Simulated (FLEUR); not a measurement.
Cu:

```
Cu
1.0
     0.00000    1.80750    1.80750
     1.80750    0.00000    1.80750
     1.80750    1.80750    0.00000
Cu
1
Direct
  0.00000 0.00000 0.00000
```

| Property | Result |
| --- | --- |
| Program | FLEUR MaX-R8.1 (later development tree) |
| Task | single point |
| Functional | PBEsol |
| Potentials or basis | all-electron |
| Basis | FLAPW |
| Kmax | 4.47 1/bohr |
| k mesh | 13 × 13 × 13 |
| Occupations | fermi-dirac, width 0.05 eV |
| Spin | no spin polarisation |
| Gmax | 13.9 1/bohr |
| Muffin-tin radii | Cu 2.19 bohr |
| lmax | Cu 9 |
| lnonsphr | Cu 9 |
| Local orbitals a species | Cu 5 |
| Max iterations | 60 |
| Mixing factor | 0.05 |
| Mixer | Anderson |
| Mixer history | 15 |

On this cell: band gap on the k mesh none (metal or under the smearing width).

The same run follows on a disturbed copy (cell strained at random at fixed volume):

```
CELL_PARAMETERS angstrom
-0.00858 1.79575 1.80169
1.82295 -0.02405 1.81716
1.79533 1.78360 0.00357
ATOMIC_POSITIONS crystal
Cu 0.00146 0.97571 0.02932
```

Task: What does the disturbed cell give?

Result: The energy (extrapolated to zero smearing) moves by +1.4 meV/atom; band gap on the k mesh none (metal or under the smearing width).
